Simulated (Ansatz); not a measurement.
Runs of Ansatz 0.2.0 on TiO2 (Anatase). Symmetry: I4_1/amd, No. 141, tetragonal system. The conventional cell has a = 3.784 Å, b = 3.784 Å, c = 9.515 Å, α = 90.00°, β = 90.00°, γ = 90.00°. Around Ti (site symmetry -4m2) lie 6 O at 1.93 to 1.98 Å. O (site symmetry 2mm) has 3 Ti at 1.93 to 1.98 Å as nearest neighbours. 

| task | level | potentials or basis | cell | k mesh | cutoff (eV) | gap on the mesh (eV) | pressure (GPa) | V0 of scaled cells (Å³/atom) | relaxed volume (Å³/atom) | B0 (GPa) | largest force (eV/Å) |
| --- | --- | --- | --- | --- | --- | --- | --- | --- | --- | --- | --- |
| relaxation of cell and atoms | PBEsol+D3(BJ) | Ansatz PAW | relaxed | 10 × 10 × 10 | 420 | 2.10 | 0.0 | - | 11.14 | - | - |
| relaxation of cell and atoms | rPW86-PBE+rVV10 | Ansatz PAW | relaxed | 10 × 10 × 10 | 420 | 2.05 | 0.0 | - | (a) | - | 0.01 |
| equation of state | LDA | JTH PAW LDA | as given | 10 × 10 × 10 | 1380 | - | - | 11.04 | - | 237 | - |
| equation of state | BLYP | Ansatz PAW | as given | 10 × 10 × 10 | 420 | - | - | 11.90 | - | 197 | - |
| single point | PBE-EpsX | Ansatz PAW | as given | 6 × 6 × 6 | 420 | (b) | 0.6 | - | - | - | 0.06 |

Alike in all rows: no spin polarisation; smearing fermi-dirac 0.05 eV.

Task: Fill in the values left out.

Result: (a) 11.74; (b) 3.48.

Caveats: the PAW data sets come from PBE, with cores solved anew for the run's functional, which leaves a small shift of forces and pressure (some runs); the plane-wave basis is chosen anew once the cell has moved, so the energies of steps on either side of that aren't comparable (some runs); the cell was scaled at fixed shape and fractional positions, which overstates the stiffness of a crystal with free parameters, most of all of layers and chains (some runs); the potentials were made for another functional, which shifts forces and pressure (some runs); the thresholds are loose for stress (some runs).

A k mesh can miss the band edges.

Runs at the PBE level aren't shown here.
